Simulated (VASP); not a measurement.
# Sb (Pm-3m) in VASP: settings compared, part 3 of 3

VASP 6.6.1.

### 5 Single point, LDA

The input, INCAR:

```
  PREC = Accurate
  ENCUT = 520
  EDIFF = 1E-7
  ISMEAR = 0
  SIGMA = 0.1
  LREAL = False
  LASPH = True
  NELM = 60
  ALGO = Normal
  ISIF = 2
  LWAVE = False
  LCHARG = False
  GGA = CA
  NBANDS = 8
```

The input, KPOINTS:

```
regular mesh
0
Gamma
  8 8 8
```

The input, POSCAR:

```
Sb
1.0
    3.1600000000      0.0000000000      0.0000000000
    0.0000000000      3.1600000000      0.0000000000
    0.0000000000      0.0000000000      3.1600000000
Sb
1
Direct
    0.0000000000      0.0000000000      0.0000000000
```

Potentials or basis: VASP PAW LDA potentials, release 64 (Sb).

Launch:

```bash
$ cat potpaw_LDA.64/Sb/POTCAR > POTCAR
$ mpirun -np 1 vasp_std > vasp.out
```

OUTCAR:

```text
PREC = Accurate
   ENCUT = 520
   EDIFF = 1E-7
   ISMEAR = 0
   LREAL = False
   LASPH = True
   NELM = 60
   ISIF = 2
   GGA = CA

 ion  position               nearest neighbor table
   1  0.000  0.000  0.000-

  LATTYP: Found a simple cubic cell.
 ALAT       =     3.1600000000

  Lattice vectors:

 A1 = (   3.1600000000,   0.0000000000,   0.0000000000)
 A2 = (   0.0000000000,   3.1600000000,   0.0000000000)
 A3 = (   0.0000000000,   0.0000000000,   3.1600000000)

Analysis of symmetry for initial positions (statically):
=====================================================================
 Subroutine PRICEL returns:
 Original cell was already a primitive cell.

 Routine SETGRP: Setting up the symmetry group for a
 simple cubic supercell.

 Subroutine GETGRP returns: Found 48 space group operations
 (whereof 48 operations were pure point group operations)
 out of a pool of 48 trial point group operations.

The static configuration has the point symmetry O_h .

Analysis of symmetry for dynamics (positions and initial velocities):
=====================================================================
 Subroutine PRICEL returns:
 Original cell was already a primitive cell.

 Routine SETGRP: Setting up the symmetry group for a
 simple cubic supercell.

 Subroutine GETGRP returns: Found 48 space group operations
 (whereof 48 operations were pure point group operations)
 out of a pool of 48 trial point group operations.

The dynamic configuration has the point symmetry O_h .

 Subroutine INISYM returns: Found 48 space group operations
 (whereof 48 operations are pure point group operations),
 and found     1 'primitive' translations

----------------------------------------------------------------------------------------

                                     Primitive cell

  volume of cell :      31.5545

  direct lattice vectors                    reciprocal lattice vectors
     3.160000000  0.000000000  0.000000000     0.316455696  0.000000000  0.000000000
     0.000000000  3.160000000  0.000000000     0.000000000  0.316455696  0.000000000
     0.000000000  0.000000000  3.160000000     0.000000000  0.000000000  0.316455696

  length of vectors
     3.160000000  3.160000000  3.160000000     0.316455696  0.316455696  0.316455696

  position of ions in fractional coordinates (direct lattice)
     0.000000000  0.000000000  0.000000000

  ion indices of the primitive-cell ions
   primitive index   ion index
                 1           1

----------------------------------------------------------------------------------------

 KPOINTS: regular mesh

Automatic generation of k-mesh.
 Grid dimensions read from file:
 generate k-points for:    8    8    8

 Generating k-lattice:

  Cartesian coordinates                     Fractional coordinates (reciprocal lattice)
     0.039556962  0.000000000  0.000000000     0.125000000  0.000000000  0.000000000
     0.000000000  0.039556962  0.000000000     0.000000000  0.125000000  0.000000000
     0.000000000  0.000000000  0.039556962     0.000000000  0.000000000  0.125000000

  Length of vectors
     0.039556962  0.039556962  0.039556962

  Shift w.r.t. Gamma in fractional coordinates (k-lattice)
     0.000000000  0.000000000  0.000000000

 Subroutine IBZKPT returns following result:
 ===========================================

 Found     35 irreducible k-points:

 Following reciprocal coordinates:
            Coordinates               Weight
  0.000000  0.000000  0.000000      1.000000
  0.125000  0.000000  0.000000      6.000000
  0.250000  0.000000  0.000000      6.000000
  0.375000  0.000000  0.000000      6.000000
  0.500000  0.000000  0.000000      3.000000
  0.125000  0.125000  0.000000     12.000000
[... 27 lines left out ...]
  0.500000  0.500000  0.375000      6.000000
  0.500000  0.500000  0.500000      1.000000
   k-points           NKPTS =     35   k-points in BZ     NKDIM =     35   number of bands    NBANDS=      8
   number of dos      NEDOS =    301   number of ions     NIONS =      1
   total plane-waves  NPLWV =  13824
   dimension x,y,z NGX =    24 NGY =   24 NGZ =   24
   dimension x,y,z NGXF=    48 NGYF=   48 NGZF=   48
   ions per type =               1
   NGX,Y,Z   is equivalent  to a cutoff of  12.63, 12.63, 12.63 a.u.
   NGXF,Y,Z  is equivalent  to a cutoff of  25.25, 25.25, 25.25 a.u.
 SYSTEM =  unknown system
   PREC   = accura    normal or accurate (medium, high low for compatibility)
   ISTART =      0    job   : 0-new  1-cont  2-samecut
   ICHARG =      2    charge: 1-file 2-atom 10-const
   ISPIN  =      1    spin polarized calculation?
   LNONCOLLINEAR =      F non collinear calculations
   LSORBIT =      F    spin-orbit coupling
   LASPH  =      T    aspherical Exc in radial PAW
   ENCUT  =  520.0 eV  38.22 Ry    6.18 a.u.   5.88  5.88  5.88*2*pi/ulx,y,z
   NELM   =     60;   NELMIN=  2; NELMDL= -5     # of ELM steps
   EDIFF  = 0.1E-06   stopping-criterion for ELM
   LREAL  =      F    real-space projection
   EDIFFG = 0.1E-05   stopping-criterion for IOM
   NSW    =      0    number of steps for IOM
   IBRION =     -1    ionic relax: 0-MD 1-quasi-New 2-CG
   NFREE  =      0    steps in history (QN), initial steepest desc. (CG)
   ISIF   =      2    stress and relaxation
   ISYM   =      2    0-nonsym 1-usesym 2-fastsym
   POTIM  = 0.5000    time-step for ionic-motion
   TEBEG  =    0.0;   TEEND  =   0.0 temperature during run
   PSTRESS=    0.0 pullay stress
   NELECT =       5.0000    total number of electrons
   NUPDOWN=      -1.0000    fix difference up-down
   EMIN   =  10.00;   EMAX   =-10.00  energy-range for DOS
   EFERMI =   0.00;   METHOD = LEGACY
   ISMEAR =     0;   SIGMA  =   0.10  broadening in eV -4-tet -1-fermi 0-gaus
   EFERMI_NEDOS =   21; number of points for ismear=-14 and -15
   IALGO  =     38    algorithm
   IMIX   =      4    mixing-type and parameters
     AMIX     =   0.40;   BMIX     =  1.00
     AMIX_MAG =   1.60;   BMIX_MAG =  1.00
  volume/ion in A,a.u.               =      31.55       212.94
  Fermi-wavevector in a.u.,A,eV,Ry     =   0.885886  1.674081 10.677766  0.784794
  Thomas-Fermi vector in A             =   2.006979
   LORBIT       =      0    0 simple, 1 ext, 2 COOP (PROOUT), +10 PAW based schemes
   GGA     = CA    functional components
   LHFCALC =     F    Hartree Fock is set to
   AEXX    =    0.0000 exact exchange contribution
   IVDW    =     0    specifies the selected vdW correction
   LEPSILON=     F    determine dielectric tensor
   LRPA    =     F    only Hartree local field effects (RPA)
 non-spin polarized calculation
 Gauss-broadening in eV      SIGMA  =   0.10
  energy-cutoff  :      520.00
  volume of cell :       31.55
 maximum number of plane-waves:       876
 NGX is ok and might be reduce to    24
   NGX = 11   NGY = 11   NGZ = 11

 number of electron       5.0000001 magnetization

 Free energy of the ion-electron system (eV)
  ---------------------------------------------------
  ext. energy  EPLUGINS =         0.00000000
  ---------------------------------------------------
  free energy    TOTEN  =        -4.71360000 eV

  energy without entropy =       -4.70827311  energy(sigma->0) =       -4.71093656

 E-fermi :   6.2363     XC(G=0):  -9.5719

 val. band max:        6.2288701089   @ k =   0.3750   0.2500   0.1250
 cond. band min:       6.4331057832   @ k =   0.2500   0.2500   0.2500
 fundamental gap:      0.2042356743
 Fermi energy:         6.2363383985

 k-point     1 :       0.0000    0.0000    0.0000
  band No.  band energies     occupation
      1      -5.6917      2.00000
      2       9.3791      0.00000
      3       9.3791      0.00000
      4       9.3791      0.00000
      5      13.1461      0.00000
      6      13.1461      0.00000
      7      14.1455      0.00000
      8      22.5549      0.00000
[... 364 lines left out ...]
 k-point    35 :       0.5000    0.5000    0.5000
  band No.  band energies     occupation
      1       1.3424      2.00000
      2       4.7937      2.00000
      3       4.7937      2.00000
      4       4.7937      2.00000
      5      11.2209      0.00000
      6      11.2209      0.00000
      7      11.2209      0.00000
      8      13.3364      0.00000

------------------------ aborting loop because EDIFF is reached ----------------------------------------

  FORCE on cell =-STRESS in cart. coord.  units (eV):
  Direction    XX          YY          ZZ          XY          YZ          ZX
  --------------------------------------------------------------------------------------
  -------------------------------------------------------------------------------------
  Total       -1.1056580     -1.1056580     -1.1056580     -0.0000000      0.0000000      0.0000000
  in kB      -56.1397090    -56.1397090    -56.1397090     -0.0000000      0.0000000      0.0000000
  external PRESSURE =     -56.1397090 kB  Pullay stress =       0.0000000 kB

 VOLUME and BASIS-vectors are now :
 -----------------------------------------------------------------------------
  energy-cutoff  :      520.00
  volume of cell :       31.55
      direct lattice vectors                 reciprocal lattice vectors
     3.160000000  0.000000000  0.000000000     0.316455696  0.000000000  0.000000000
     0.000000000  3.160000000  0.000000000     0.000000000  0.316455696  0.000000000
     0.000000000  0.000000000  3.160000000     0.000000000  0.000000000  0.316455696

 POSITION                                       TOTAL-FORCE (eV/Angst)
 -----------------------------------------------------------------------------------
      0.00000      0.00000      0.00000         0.000000      0.000000      0.000000
 -----------------------------------------------------------------------------------
    total drift:                               -0.000000      0.000000      0.000000

  FREE ENERGIE OF THE ION-ELECTRON SYSTEM (eV)
  ---------------------------------------------------
  free  energy   TOTEN  =        -4.7136000030 eV

  energy  without entropy=       -4.7082731077  energy(sigma->0) =       -4.71093656
```

OSZICAR:

```text
N       E                     dE             d eps       ncg     rms          rms(c)
DAV:   1     0.559017052911E+01    0.55902E+01   -0.14811E+03   560   0.388E+02
DAV:   2    -0.458592667640E+01   -0.10176E+02   -0.96390E+01   800   0.528E+01
DAV:   3    -0.471665068404E+01   -0.13072E+00   -0.13065E+00   632   0.699E+00
DAV:   4    -0.471731920851E+01   -0.66852E-03   -0.66852E-03   816   0.630E-01
DAV:   5    -0.471732260599E+01   -0.33975E-05   -0.33974E-05   704   0.315E-02    0.182E+00
DAV:   6    -0.471502326059E+01    0.22993E-02   -0.75906E-04   688   0.134E-01    0.106E+00
DAV:   7    -0.471360457724E+01    0.14187E-02   -0.15576E-03   608   0.195E-01    0.578E-02
DAV:   8    -0.471359966926E+01    0.49080E-05   -0.42388E-05   736   0.396E-02    0.440E-03
DAV:   9    -0.471360002209E+01   -0.35283E-06   -0.66290E-07   808   0.625E-03    0.193E-03
DAV:  10    -0.471360000301E+01    0.19079E-07   -0.18096E-07   704   0.199E-03
   1 F= -.47136000E+01 E0= -.47109366E+01  d E =-.532690E-02
```

stdout:

```text
POSCAR found type information on POSCAR Sb
 POSCAR found :  1 types and       1 ions
 scaLAPACK will be used
 LDA part: xc-table for (Slater(with rela. corr.)+CA(PZ))
 , standard interpolation
 POSCAR, INCAR and KPOINTS ok, starting setup
 FFT: planning ... GRIDC
 FFT: planning ... GRID_SOFT
 FFT: planning ... GRID
 WAVECAR not read
 entering main loop
```

Wall time 2.5 s (1 thread of Intel Xeon Platinum 8488C (Sapphire Rapids), shared host); peak memory 0.12 GiB.

What came out:

* Free energy: -4.7136 eV
* Pressure: -5.6 GPa
* Band gap on the k mesh: none (metal or under the smearing width)

### 6 Summary

| task | level | potentials or basis | cell | k mesh | cutoff (eV) | smearing | mesh quality | gap on the mesh (eV) | pressure (GPa) |
| --- | --- | --- | --- | --- | --- | --- | --- | --- | --- |
| single point | PBE | VASP PAW PBE potentials, release 64 (Sb) | as given | 8 × 8 × 8 | 500 | gaussian 0.1 eV | not flagged | none | -2.3 |
| relaxation of cell and atoms | PBEsol | VASP PAW PBE potentials, release 64 (Sb_d_GW) | relaxed from: volume scaled by 0.96 | 9 × 9 × 9 | 680 | fermi-dirac 0.05 eV | not flagged | none | 0.0 |
| single point | PBE | VASP PAW PBE potentials, release 64 (Sb_d_GW) | as given | 5 × 5 × 5 | 450 | gaussian 0.02 eV | coarse | none | -2.4 |
| single point | LDA | VASP PAW LDA potentials, release 64 (Sb) | as given | 8 × 8 × 8 | 520 | gaussian 0.1 eV | not flagged | none | -5.6 |

Alike in all rows: no spin polarisation.

Caveats: some runs use coarse meshes; the PAW data sets were made with another functional, which shifts forces and pressure a little (some runs).

Absolute energies hang on the potentials; compare differences alone.
